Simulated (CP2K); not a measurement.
Runs of CP2K 2026.2 on TaN. It takes space group F-43m (No. 216, cubic). The conventional cell has a = 4.982 Å, b = 4.982 Å, c = 4.982 Å, α = 90.00°, β = 90.00°, γ = 90.00°. Ta (site symmetry -43m) is surrounded by 4 N at 2.16 Å. N (site symmetry -43m) is surrounded by 4 Ta at 2.16 Å. The cell comes from a database or a generator and needn't be the stable form of this composition.

```tsv
task	level	points a segment of the path (NPOINTS)	bands added on the path	gap on the mesh (eV)	pressure (GPa)
band structure	TASK	6	4	none	-26.0
single point	OLYP	-	-	none	-29.7
single point	BLYP	-	-	none	(a)
band structure	PBEsol	6	4	none	-31.6
single point	WC	-	-	none	-31.1
```

Alike in all rows: potentials or basis POTENTIAL_UZH Ta GTH-PBE-q13, N GTH-PBE-q5; TZVP-MOLOPT-PBE-GTH basis; no spin polarisation; cell as given; k mesh 9 × 9 × 9; smearing fermi-dirac 0.05 eV.

Q: Fill in the values left out.

A: (a) -21.0.

Caveats: the potentials were made for another functional, which shifts forces and pressure; the basis of atomic orbitals isn't converged, which shifts pressures, moduli and gaps; a pressure of tens of GPa on the cell as given is suspect, and the run, the potentials or the cell itself is likely at fault (some runs); spin-orbit coupling is left out, which moves the levels of the heavy elements (some runs).

A k mesh can miss the band edges, and the runs leave out spin-orbit coupling on Ta.

A gap of «none» marks a metal or a gap under the smearing width.

Runs at the PBE level aren't shown here.
